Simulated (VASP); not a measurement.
# Na (P6_3/mmc) in VASP: density of states with rSCAN+D4

Aim: the density of states of Na with rSCAN+D4.

Everything below comes from runs of VASP 6.6.1. Logs are shortened: lines on timing, memory, paths and dates and some standing lists are left out, and cuts for length are marked.

**1. The undisturbed crystal**

It takes space group P6_3/mmc (No. 194, hexagonal). Conventional cell: a = 3.700 Å, b = 3.700 Å, c = 12.537 Å, α = 90.00°, β = 90.00°, γ = 120.00°. Na (site symmetry -6m2) has 12 Na at 3.70 to 3.79 Å as nearest neighbours. Around Na (site symmetry -3m) lie 12 Na at 3.70 to 3.79 Å.

This isn't the form of Na at room conditions, which is bcc.

**2. Density of states, rSCAN+D4 (cell strained at random at fixed volume)**

File run.py:

```python
from ase.calculators.vasp import Vasp
from ase.dft.dos import DOS
from ase.io import read

atoms = read('Na.xyz')
calc = Vasp(
    directory='calc',
    xc='rscan',
    pp='PBE',
    setups='minimal',
    prec='Accurate',
    encut=500,
    ediff=1e-06,
    ismear=0,
    sigma=0.1,
    lreal=False,
    lasph=True,
    nelm=100,
    algo='Normal',
    isif=2,
    lwave=False,
    lcharg=False,
    lmixtau=True,
    ivdw=13,
    vdw_s6=1.0,
    vdw_s8=0.87728975,
    vdw_a1=0.49116966,
    vdw_a2=5.75859346,
    lorbit=10,
    kpts=[8, 8, 3],
    gamma=True,
    nbands=10,
)
atoms.calc = calc

print('energy (eV):', atoms.get_potential_energy())
print('free energy (eV):', atoms.get_potential_energy(force_consistent=True))
print('forces (eV/A):')
print(atoms.get_forces())
print('stress (eV/A^3, Voigt):', atoms.get_stress())
print('Fermi level (eV):', calc.get_fermi_level())
dos = DOS(calc, width=0.05, window=(-10, 10), npts=301)
print('E - E_F (eV), DOS (1/eV)')
for e, g in zip(dos.get_energies(), dos.get_dos()):
    print(f'{e:8.3f} {g:10.4f}')
```

File Na.xyz:

```xyz
4
Lattice="3.7563480000 0.0438660000 0.0515540000 -1.8401850000 3.1579300000 -0.0279050000 0.1746700000 -0.0083250000 12.4508520000" Properties=species:S:1:pos:R:3 pbc="T T T"
Na     2.0218395002      1.0756435832      9.3632066667
Na     0.0873350000     -0.0041625000      6.2254260000
Na     0.0689934998      2.1178274168      3.1112943333
Na     0.0000000000      0.0000000000      0.0000000000
```

Potentials or basis: VASP PAW PBE potentials, release 64 (Na).

The run is started by

```bash
$ python run.py
```

Standard output:

```text
energy (eV): -19.1206724
free energy (eV): -19.12527768
forces (eV/A):
[[-0.00848733 -0.00749892  0.00122668]
 [-0.          0.          0.        ]
 [ 0.00848733  0.00749892 -0.00122668]
 [ 0.          0.         -0.        ]]
stress (eV/A^3, Voigt): [-0.00159988 -0.00298916  0.00293831 -0.00018461 -0.00011193  0.00081223]
Fermi level (eV): 0.53723027
E - E_F (eV), DOS (1/eV)
 -10.000     0.0000
  -9.933     0.0000
  -9.867     0.0000
  -9.800     0.0000
  -9.733     0.0000
  -9.667     0.0000
  -9.600     0.0000
  -9.533     0.0000
  -9.467     0.0000
  -9.400     0.0000
  -9.333     0.0000
  -9.267     0.0000
  -9.200     0.0000
  -9.133     0.0000
  -9.067     0.0000
  -9.000     0.0000
  -8.933     0.0000
  -8.867     0.0000
  -8.800     0.0000
  -8.733     0.0000
  -8.667     0.0000
  -8.600     0.0000
  -8.533     0.0000
  -8.467     0.0000
  -8.400     0.0000
  -8.333     0.0000
  -8.267     0.0000
  -8.200     0.0000
  -8.133     0.0000
  -8.067     0.0000
  -8.000     0.0000
  -7.933     0.0000
  -7.867     0.0000
  -7.800     0.0000
  -7.733     0.0000
  -7.667     0.0000
  -7.600     0.0000
  -7.533     0.0000
  -7.467     0.0000
  -7.400     0.0000
  -7.333     0.0000
  -7.267     0.0000
  -7.200     0.0000
  -7.133     0.0000
  -7.067     0.0000
  -7.000     0.0000
  -6.933     0.0000
  -6.867     0.0000
  -6.800     0.0000
  -6.733     0.0000
  -6.667     0.0000
  -6.600     0.0000
  -6.533     0.0000
  -6.467     0.0000
  -6.400     0.0000
  -6.333     0.0000
  -6.267     0.0000
  -6.200     0.0000
  -6.133     0.0000
  -6.067     0.0000
  -6.000     0.0000
  -5.933     0.0000
  -5.867     0.0000
  -5.800     0.0000
  -5.733     0.0000
  -5.667     0.0000
  -5.600     0.0000
  -5.533     0.0000
  -5.467     0.0000
  -5.400     0.0000
  -5.333     0.0000
  -5.267     0.0000
  -5.200     0.0000
  -5.133     0.0000
  -5.067     0.0000
  -5.000     0.0000
  -4.933     0.0000
  -4.867     0.0000
  -4.800     0.0000
  -4.733     0.0000
  -4.667     0.0000
  -4.600     0.0000
  -4.533     0.0000
  -4.467     0.0000
  -4.400     0.0000
  -4.333     0.0000
  -4.267     0.0000
  -4.200     0.0000
  -4.133     0.0000
  -4.067     0.0000
  -4.000     0.0000
  -3.933     0.0000
  -3.867     0.0000
  -3.800     0.0000
  -3.733     0.0000
  -3.667     0.0000
  -3.600     0.0000
  -3.533     0.0005
  -3.467     0.0416
  -3.400     0.1106
  -3.333     0.1562
  -3.267     0.1724
  -3.200     0.5036
  -3.133     0.5378
  -3.067     1.3084
  -3.000     0.5338
  -2.933     0.2109
  -2.867     0.0134
  -2.800     0.0795
  -2.733     1.3310
  -2.667     1.3698
  -2.600     0.9923
  -2.533     0.9089
  -2.467     0.5429
  -2.400     0.8637
  -2.333     1.2801
  -2.267     1.1689
  -2.200     1.3402
  -2.133     1.3613
  -2.067     0.5833
  -2.000     0.8724
  -1.933     0.6880
  -1.867     0.0460
  -1.800     0.3349
  -1.733     1.3057
  -1.667     2.5313
  -1.600     2.5674
  -1.533     1.1513
  -1.467     0.5852
  -1.400     1.5529
  -1.333     2.4591
  -1.267     2.2508
  -1.200     1.8573
  -1.133     0.8210
  -1.067     0.6741
  -1.000     0.1198
  -0.933     0.6276
  -0.867     1.2238
  -0.800     1.8250
  -0.733     2.0107
  -0.667     1.9941
  -0.600     1.8943
  -0.533     0.9413
  -0.467     0.9941
  -0.400     1.5710
  -0.333     2.4840
  -0.267     2.3972
  -0.200     2.2484
  -0.133     1.9852
  -0.067     1.6824
   0.000     1.5258
   0.067     2.3813
   0.133     2.7525
   0.200     2.1145
   0.267     1.3391
   0.333     1.1786
   0.400     1.9703
   0.467     2.0479
   0.533     1.8650
   0.600     1.9736
   0.667     2.0212
   0.733     1.0204
   0.800     1.0198
   0.867     0.8286
   0.933     1.4833
   1.000     2.5613
   1.067     3.0073
   1.133     3.1276
   1.200     2.9379
   1.267     2.6697
   1.333     2.4804
   1.400     2.1768
   1.467     2.3758
   1.533     2.5341
   1.600     1.8538
   1.667     3.1538
   1.733     1.9144
   1.800     0.9113
   1.867     1.4813
   1.933     2.2573
   2.000     1.5232
   2.067     1.3643
   2.133     1.8899
   2.200     1.9627
   2.267     2.2208
   2.333     2.4843
   2.400     3.1207
   2.467     2.7398
   2.533     2.7820
   2.600     2.0835
   2.667     2.9810
   2.733     2.9975
   2.800     2.5711
   2.867     1.8605
   2.933     1.2840
   3.000     2.2440
   3.067     4.2012
   3.133     2.5012
   3.200     2.1201
   3.267     2.5761
   3.333     3.0051
   3.400     2.8981
   3.467     3.2869
   3.533     2.5551
   3.600     1.2628
   3.667     1.2057
   3.733     1.6236
   3.800     2.3793
   3.867     2.0903
   3.933     2.7816
   4.000     4.5362
   4.067     3.0684
   4.133     2.8340
   4.200     3.9223
   4.267     3.1620
   4.333     2.2544
   4.400     2.2470
   4.467     2.9879
   4.533     2.7642
   4.600     2.0184
   4.667     1.7715
   4.733     2.2693
   4.800     1.9228
   4.867     1.8720
   4.933     2.3882
   5.000     2.0383
   5.067     1.7291
   5.133     2.4306
   5.200     2.9858
   5.267     2.4192
   5.333     2.5488
   5.400     3.0477
   5.467     2.4902
   5.533     1.8197
   5.600     1.4205
   5.667     1.6701
   5.733     2.3667
   5.800     3.9087
   5.867     2.7845
   5.933     1.9771
   6.000     1.4066
   6.067     0.9221
   6.133     0.4225
   6.200     0.4713
   6.267     0.6460
   6.333     0.8942
   6.400     0.9467
   6.467     1.4720
   6.533     2.3039
   6.600     1.3689
   6.667     1.1075
   6.733     1.5499
   6.800     1.1815
   6.867     0.3098
   6.933     0.0189
   7.000     0.4033
   7.067     1.2469
   7.133     0.9962
   7.200     0.6995
   7.267     0.7159
   7.333     1.0193
   7.400     0.3914
   7.467     0.8277
   7.533     0.7486
   7.600     1.0868
   7.667     0.6956
   7.733     0.2223
   7.800     0.0273
   7.867     0.2941
   7.933     0.2977
   8.000     0.2173
   8.067     0.3041
   8.133     0.4093
   8.200     0.4526
   8.267     0.5000
   8.333     0.6980
   8.400     0.5395
   8.467     0.2523
   8.533     0.5857
   8.600     0.3203
   8.667     0.1832
   8.733     0.2117
   8.800     0.0176
   8.867     0.1409
   8.933     0.5081
   9.000     0.5421
   9.067     0.0516
   9.133     0.0512
   9.200     0.3411
   9.267     0.5532
   9.333     0.4518
   9.400     0.1667
   9.467     0.0085
   9.533     0.1571
   9.600     0.1443
   9.667     0.0038
   9.733     0.0000
   9.800     0.0000
   9.867     0.0000
   9.933     0.0000
  10.000     0.0000
```

OUTCAR:

```text
ENCUT = 500.000000
   EDIFF = 1.00e-06
   METAGGA = RSCAN
   PREC = Accurate
   ISIF = 2
   ISMEAR = 0
   LORBIT = 10
   NELM = 100
[... 554 lines left out ...]
    total drift:                                0.000000      0.000000     -0.000000

  FREE ENERGIE OF THE ION-ELECTRON SYSTEM (eV)
  ---------------------------------------------------
  free  energy   TOTEN  =       -19.1252776849 eV

  energy  without entropy=      -19.1160671108  energy(sigma->0) =      -19.12067240

 total charge

# of ion       s       p       d       tot
------------------------------------------
    1        0.084   0.024   0.000   0.108
    2        0.084   0.024   0.000   0.108
    3        0.084   0.024   0.000   0.108
    4        0.084   0.024   0.000   0.108
--------------------------------------------------
tot          0.337   0.097   0.000   0.434
```

INCAR:

```text
ENCUT = 500.000000
SIGMA = 0.100000
VDW_S6 = 1.000000
VDW_S8 = 0.877290
VDW_A1 = 0.491170
VDW_A2 = 5.758593
EDIFF = 1.00e-06
ALGO = Normal
METAGGA = RSCAN
PREC = Accurate
ISIF = 2
ISMEAR = 0
LORBIT = 10
NBANDS = 10
NELM = 100
IVDW = 13
LASPH = .TRUE.
LCHARG = .FALSE.
LWAVE = .FALSE.
LMIXTAU = .TRUE.
LREAL = .FALSE.
```

Wall time 7.9 min (1 thread of AMD EPYC 7R13 (Zen 3), shared host); peak memory 0.3 GiB.

Results:

| Quantity | Value |
| --- | --- |
| Free energy | -19.1253 eV |
| Pressure | 0.1 GPa |
| Largest force | 0.011 eV/Å |
| Band gap on the k mesh | none (metal or under the smearing width) |
| Valence electrons inside the program's atomic spheres | Na 0.11 |
| Dispersion energy per atom | -0.006 eV |

Forces on the atoms (eV/Å):
```
Na  -0.008 -0.007  0.001
Na   0.000  0.000  0.000
Na   0.008  0.007 -0.001
Na   0.000  0.000  0.000
```

States per cell in windows of 1 eV (zero at the Fermi level; states under -4 eV left out):
```tsv
from (eV)	total	Na2_p	Na4_p	Na1_p	Na3_p	Na2_s	Na4_s
-4.0	0.20	0.00	0.00	0.00	0.00	0.01	0.01
-3.0	0.85	0.00	0.00	0.00	0.00	0.02	0.02
-2.0	1.28	0.01	0.01	0.01	0.01	0.03	0.03
-1.0	1.66	0.01	0.01	0.01	0.01	0.03	0.03
0.0	1.70	0.02	0.02	0.02	0.02	0.02	0.02
1.0	2.28	0.03	0.03	0.03	0.03	0.02	0.02
2.0	2.37	0.03	0.03	0.03	0.03	0.03	0.03
3.0	2.42	0.04	0.04	0.04	0.04	0.02	0.02
4.0	2.58	0.04	0.04	0.04	0.04	0.03	0.03
5.0	2.43	0.04	0.05	0.04	0.04	0.02	0.02
6.0	1.00	0.02	0.02	0.02	0.02	0.01	0.01
7.0	0.64	0.01	0.01	0.01	0.01	0.00	0.00
```

Caveat: the PAW data sets were made with another functional, which shifts forces and pressure a little; pairwise dispersion overbinds metals, which lowers pressure and volume.
